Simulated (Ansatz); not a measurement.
Runs of Ansatz 0.2.0 on Nb. Symmetry: Im-3m, No. 229, cubic system. Conventional cell: a = 3.328 Å, b = 3.328 Å, c = 3.328 Å, α = 90.00°, β = 90.00°, γ = 90.00°. Nb (site symmetry m-3m) is surrounded by 8 Nb at 2.88 Å. 

```csv
task,level,spin,cell,k mesh,gap on the mesh (eV),pressure (GPa)
single point,PBE0,off,as given,6 × 6 × 6,none,-9.3
relaxation of cell and atoms,B3LYP,off,relaxed,6 × 6 × 6,none,0.0
single point,PBEsol0,off,as given,6 × 6 × 6,none,-13.4
single point,HSE06,"SOC, no magnetisation",as given,5 × 5 × 5,none,(a)
```

Alike in all rows: potentials or basis Ansatz PAW; cutoff (eV) 420; smearing fermi-dirac 0.05 eV; the mesh is coarse, so values aren't converged.

**Question.** Fill in the values left out.

**Answer.** (a) -7.1.

Caveats: all runs use coarse meshes; the PAW data sets come from PBE, with cores solved anew for the run's functional, which leaves a small shift of forces and pressure; the thresholds are loose for stress (some runs); the plane-wave basis is chosen anew once the cell has moved, so the energies of steps on either side of that aren't comparable (some runs).

A k mesh can miss the band edges, and rows without SOC leave out spin-orbit coupling on Nb.

A gap of «none» marks a metal or a gap under the smearing width.
